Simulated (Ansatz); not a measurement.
What holes 2.0×10^22 cm⁻³ does to GeO2

Start from GeO₂ in the rutile structure (space group P4_2/mnm, No. 136; a = 4.4884 Å, c = 2.9053 Å).

Perturbation: hole doping at 2.0×10^22 cm⁻³ (1.17 per cell), with a uniform compensating background at fixed cell and a 300 K Fermi–Dirac width.

Computed with PBE/PAW in Ansatz (a program for electronic structure), without spin-orbit coupling, earlier PAW set. k-mesh 10×10×16 (Γ-centred); smearing 0.0259 eV (Fermi–Dirac).

| quantity | base | changed | shift |
|---|---|---|---|
| gap between the host's bands | 1.22 eV | 1.72 eV | +0.50 eV |
| gap character | direct at Γ | direct at Γ | – |
| largest internal atomic displacement | – | 0.012 Å | – |
| Fermi level relative to the doped band's edge (positive inside the band; to 0.05 eV) | – | +0.80 eV | – |

Carriers are added with a uniform compensating background; total energy and stress of such cells depend on the potential's zero and are not compared; many-body gap narrowing is missing at this level. Stability against distortions was not tested.
